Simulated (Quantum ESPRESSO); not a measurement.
**KBr: zone-centre phonons and dielectric response under several settings**

```
Br K
1.0
     0.00000    3.30000    3.30000
     3.30000    0.00000    3.30000
     3.30000    3.30000    0.00000
Br K
1 1
Direct
  0.50000 0.50000 0.50000
  0.00000 0.00000 0.00000
```

All runs used Quantum ESPRESSO 7.5; k mesh 4 × 4 × 4, shifted; relaxed cell; no spin polarisation; cutoff 612 eV; occupations smeared at first, fixed for the response.

```tsv
level	potentials	volume (Å³/atom)	pressure (GPa)	lowest optical mode without the field (cm⁻¹)	highest mode with the field (cm⁻¹)	ε∞ (mean)	ε0 (mean)	Born charge of atom 1 (e)
PBE	GBRV 1.5 PBE	?	0.1	?	?	?	?	?
LDA	GBRV 1.5 LDA	32.24	-0.1	131	173	2.76	4.8	-1.10
```

Question: What stands in the row left open?

Answer: Volume 37.13 Å³/atom; lowest optical mode without the field 104 cm⁻¹; highest mode with the field 154 cm⁻¹; ε∞ 2.51; ε0 5.5; Born charge of atom 1 -1.13 e.
